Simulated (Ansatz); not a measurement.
Given:

Relaxed CaF₂ (fluorite):

```yaml
crystal:
  lattice:
    - [0.00000, 5.43914, 5.43914]
    - [2.71957, 0.00000, 2.71957]
    - [2.71957, 2.71957, 0.00000]
  atoms:
    - { symbol: Ca, position: [0.00000, 0.00000, 0.00000] }
    - { symbol: Ca, position: [0.50000, 0.00000, 0.00000] }
    - { symbol: F, position: [0.12500, 0.25000, 0.25000] }
    - { symbol: F, position: [0.62500, 0.25000, 0.25000] }
    - { symbol: F, position: [0.37500, 0.75000, 0.75000] }
    - { symbol: F, position: [0.87500, 0.75000, 0.75000] }
```

The atoms are displaced by Q × the pattern below (from a DFPT mode at L = (0.5, 0.0, 0.0), largest move 1; Q in Å), at fixed cell. It is one choice among 2 degenerate patterns. (q is in reciprocal vectors of the primitive cell; the cell shown is doubled to hold the pattern.)

```json
[
 {"atom": "Ca1", "x": "-0.156", "y": "0.285", "z": "-0.442"},
 {"atom": "Ca2", "x": "0.156", "y": "-0.285", "z": "0.442"},
 {"atom": "F3", "x": "0.285", "y": "-0.520", "z": "0.805"},
 {"atom": "F4", "x": "-0.285", "y": "0.520", "z": "-0.805"},
 {"atom": "F5", "x": "-0.285", "y": "0.520", "z": "-0.805"},
 {"atom": "F6", "x": "0.285", "y": "-0.520", "z": "0.805"}
]
```

Computed with r2SCAN (plane waves to 500 eV, PAW, scalar-relativistic; Ansatz, a quantum-chemistry and plane-wave program). k mesh 11×11×11 (Γ-centred), Fermi-Dirac smearing 0.05 eV. Energies are smeared free energies. CaF2 was relaxed with its symmetry unable to fall. The zero of ΔE is the undisplaced structure.

The scan covers Q from -0.100 to 0.100 Å in 13 points.

Which space group does the distorted structure have?

P-1 (No. 2), lowered from Fm-3m.

What is the energy change at Q = 0.100 Å?

155.4 meV/cell.

What harmonic wavenumber does the curvature at Q = 0 give?

286 cm⁻¹.

(A displaced cell: forces are minus the slopes of the energy, force constants its curvatures, and phonons follow from these.)
